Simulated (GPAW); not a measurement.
The system is CsSnI3.

```
Cs I Sn
1.0
     6.20570    0.00000    0.00000
     0.00000    6.20570    0.00000
     0.00000    0.00000    6.20570
Cs I Sn
1 3 1
Cartesian
  0.0000 0.0000 0.0000
  3.1029 3.1029 0.0000
  3.1029 0.0000 3.1029
  0.0000 3.1029 3.1029
  3.1029 3.1029 3.1029
```

Base run:

| Quantity | Value |
| --- | --- |
| Program | GPAW 26.7.0 |
| Functional | PBE |
| Potentials or basis | GPAW PAW data sets (gpaw-data 1.2.1) |
| Cutoff | 600 eV |
| Basis | pw |
| k mesh | 5 × 5 × 5 |
| Occupations | fermi-dirac, width 0.05 eV |
| Spin | no spin polarisation |

Its results: pressure 0.5 GPa.

The run is repeated on the same cell with these changes: functional from PBE to r2SCAN. What comes out?

Pressure 0.1 GPa.

Caveats: the cell was measured hot, at 500 K; the PAW data sets were made with another functional, which shifts forces and pressure a little (some runs).

Not every run made on this cell is shown here.
